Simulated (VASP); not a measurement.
Here is a VASP 6.6.1 calculation.

The input INCAR:

```
SYSTEM = BeTe
PREC = Accurate
ENCUT = 520
EDIFF = 1E-6
ISMEAR = -1
SIGMA = 0.05
LREAL = .False.
LASPH = .True.
NELM = 60
ALGO = Normal
ISIF = 2
LWAVE = .False.
LCHARG = .False.
MAGMOM = 0 0 0 0 0 0
LORBIT = 11
LSORBIT = .True.
GGA_COMPAT = .False.
METAGGA = SCAN
LMIXTAU = .True.
```

KPOINTS

```
Automatic mesh
0
Gamma
  6 6 6
  0 0 0
```

POSCAR

```
BeTe
1.0
    0.0000000000      2.7700000000      2.7700000000
    2.7700000000      0.0000000000      2.7700000000
    2.7700000000      2.7700000000      0.0000000000
Te Be
1 1
Direct
    0.7500000000      0.7500000000      0.7500000000
    0.0000000000      0.0000000000      0.0000000000
```

Contents of KPOINTS_OPT:

```
path GXWKGLUWLK,UX
20
line-mode
reciprocal
 0.0000000000  0.0000000000  0.0000000000  G
 0.5000000000  0.0000000000  0.5000000000  X

 0.5000000000  0.0000000000  0.5000000000  X
 0.5000000000  0.2500000000  0.7500000000  W

 0.5000000000  0.2500000000  0.7500000000  W
 0.3750000000  0.3750000000  0.7500000000  K

 0.3750000000  0.3750000000  0.7500000000  K
 0.0000000000  0.0000000000  0.0000000000  G

 0.0000000000  0.0000000000  0.0000000000  G
 0.5000000000  0.5000000000  0.5000000000  L

 0.5000000000  0.5000000000  0.5000000000  L
 0.6250000000  0.2500000000  0.6250000000  U

 0.6250000000  0.2500000000  0.6250000000  U
 0.5000000000  0.2500000000  0.7500000000  W

 0.5000000000  0.2500000000  0.7500000000  W
 0.5000000000  0.5000000000  0.5000000000  L

 0.5000000000  0.5000000000  0.5000000000  L
 0.3750000000  0.3750000000  0.7500000000  K

 0.6250000000  0.2500000000  0.6250000000  U
 0.5000000000  0.0000000000  0.5000000000  X
```

Potentials or basis: VASP PAW PBE potentials, release 64 (Te, Be).

The run is started by

```bash
$ cat potpaw_PBE.64/Te/POTCAR potpaw_PBE.64/Be/POTCAR > POTCAR
$ mpirun -np 1 vasp_ncl > vasp.out
```

(1) What does it give for the pressure?

Answers

(1) 3.7 GPa.

Caveat: the PAW data sets were made with another functional, which shifts forces and pressure a little.
